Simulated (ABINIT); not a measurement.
The system is WC (Qusongite).

```
W C
1.0
     2.90650    0.00000    0.00000
    -1.45325    2.51710    0.00000
     0.00000    0.00000    2.83660
W C
1 1
Direct
  0.00000 0.00000 0.00000
  0.66667 0.33333 0.50000
```

Program: ABINIT 10.8.3 (patched build). Alike in all runs: task band structure; potentials or basis JTH PAW PBE v2.0; no spin polarisation; cell as given; k mesh 10 × 10 × 9; cutoff (eV) 626; smearing fermi-dirac 0.05 eV.

Q: Order these runs on this cell by their pressure, lowest first.
A. level AM05
B. level PW91
C. level PBEsol
D. level revPBE
E. level r2SCAN

A: A (-5.1 GPa), C (-2.7 GPa), E (3.3 GPa), B (6.4 GPa), D (9.2 GPa).

Caveats: the PAW data sets were made with another functional, which shifts forces and pressure a little.

Runs at the PBE level aren't shown here.
